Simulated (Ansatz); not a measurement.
**ZrO2**

**The experiment.** The Crystallography Open Database holds a cell as deposited of tetragonal ZrO2 (space group P4_2/nmc), temperature not stated (1995): a, c = 3.592, 5.179 Å, 11.13 Å³/atom.

Method: r²SCAN, scalar-relativistic; no spin polarisation; PAW, 500 eV, 6×6×4 k-mesh, Gaussian smearing of 0.05 eV; code Ansatz; PAW files: Ansatz's generated set soft_2.

```cif
data_structure
_symmetry_space_group_name_H-M 'P4_2/nmc:1'
_symmetry_Int_Tables_number 137
_cell_length_a 3.6011
_cell_length_b 3.6011
_cell_length_c 5.2274
_cell_angle_alpha 90.000
_cell_angle_beta 90.000
_cell_angle_gamma 90.000
_cell_volume 67.79
loop_
_atom_site_label
_atom_site_type_symbol
_atom_site_symmetry_multiplicity
_atom_site_Wyckoff_symbol
_atom_site_fract_x
_atom_site_fract_y
_atom_site_fract_z
_atom_site_occupancy
Zr1 Zr 2 a 0.00000 0.00000 0.00000 1
O1 O 4 d 0.00000 0.50000 0.19684 1
```

The chain of runs began from a cell as deposited in COD, expanded in volume.

The cell above was scaled in volume, and shape and atoms were relaxed at each volume within its symmetry. Energies are counted from the cell above.

Cell and atoms are those of this level's equilibrium.

```json
{"V (Å³/atom)": "10.85", "ΔE (meV/atom)": "11.3", "P (GPa)": "8.4", "gap on the mesh (eV)": "4.63"}
{"V (Å³/atom)": "11.07", "ΔE (meV/atom)": "2.7", "P (GPa)": "3.9", "gap on the mesh (eV)": "4.64"}
{"V (Å³/atom)": "11.30", "ΔE (meV/atom)": "0.0", "P (GPa)": "0.0", "gap on the mesh (eV)": "4.62"}
{"V (Å³/atom)": "11.52", "ΔE (meV/atom)": "2.4", "P (GPa)": "-3.4", "gap on the mesh (eV)": "4.60"}
{"V (Å³/atom)": "11.75", "ΔE (meV/atom)": "9.2", "P (GPa)": "-6.3", "gap on the mesh (eV)": "4.59"}
{"V (Å³/atom)": "12.09", "ΔE (meV/atom)": "26.5", "P (GPa)": "-9.9", "gap on the mesh (eV)": "4.58"}
```

**Question.** What do the points give for the equilibrium volume, the bulk modulus and its pressure derivative (third-order Birch–Murnaghan)?

**Answer.** V0 = 11.30 Å³/atom, B0 = 181 GPa, B0′ = 6.1.

B0·V0 = 180.9 GPa × 11.30 Å³ = 12.76 eV/atom sets the scale: near the minimum ΔE ≈ ½ B0 V0 x², with x = V/V0 − 1, and a pressure of 1.8 GPa squeezes the volume by about 1 %. At the ends of the curve: x = −4.0 % predicts 10.3 meV/atom and the run gives 11.3; x = +7.0 % predicts 31.1 meV/atom and the run gives 26.5. The lopsidedness is anharmonic: atoms resist being pushed together more than being pulled apart.

**Comparison.** The computed cell (3.601, 5.227 Å, 11.30 Å³/atom) differs from the database's by +1.5 % in volume, about +0.5 % in length. The static lattice lacks zero-point motion and thermal expansion, roughly 0.6 to 1.5 % in volume at 300 K (room temperature assumed) by Grüneisen's rule, γ·3k_BT/(B0·V0) with γ of 1 to 2.5, so this level's own overestimate is larger than the figure, nearer 2.1 to 3.0 %.

Semilocal functionals underestimate band gaps, commonly by a third or more.
